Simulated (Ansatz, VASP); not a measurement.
**Al3Au in VASP and in Ansatz**

```xyz
4
Lattice="2.9140 0.0000 0.0000 0.0000 2.9140 0.0000 0.0000 0.0000 7.6469" Properties=species:S:1:pos:R:3 pbc="T T T"
Al    0.0000    0.0000    3.8234
Al    1.4570    1.4570    1.8727
Al    1.4570    1.4570    5.7742
Au    0.0000    0.0000    0.0000
```

Alike in both runs: functional PBEsol; k mesh 8 × 8 × 4; occupations gaussian, width 0.1 eV; no spin polarisation.

Ansatz relaxed the structure, and its values are those at the end. VASP's run is a single point on that final structure, the one shown.

|  | VASP | Ansatz |
| --- | --- | --- |
| version | VASP 6.6.1 | Ansatz 0.2.0 |
| potentials or method | VASP PAW PBE potentials, release 64 (Al, Au) | scalar-relativistic, plane waves, PAW |
| plane-wave cutoff (eV) | 520 | 420 |
| valence electrons in the cell | 20 | 28 |

|  | VASP | Ansatz | Ansatz less VASP |
| --- | --- | --- | --- |
| gap on the k mesh at the Fermi level (eV) | none | none | - |
| pressure (GPa) | 0.0 | 0.1 | +0.08 |
| rms of the force components (eV/Å) | 0.007 | 0.001 | -0.0060 |

A gap of «none» marks a metal or a gap that the smearing closes. The functional is the same, so the differences come from potentials, cutoffs and numerics. The two sets of potentials don't hold the same shells in valence.

Caveats: the PAW data sets were made with another functional, which shifts forces and pressure a little (VASP). Spin-orbit coupling is left out, which matters for the levels of Au.
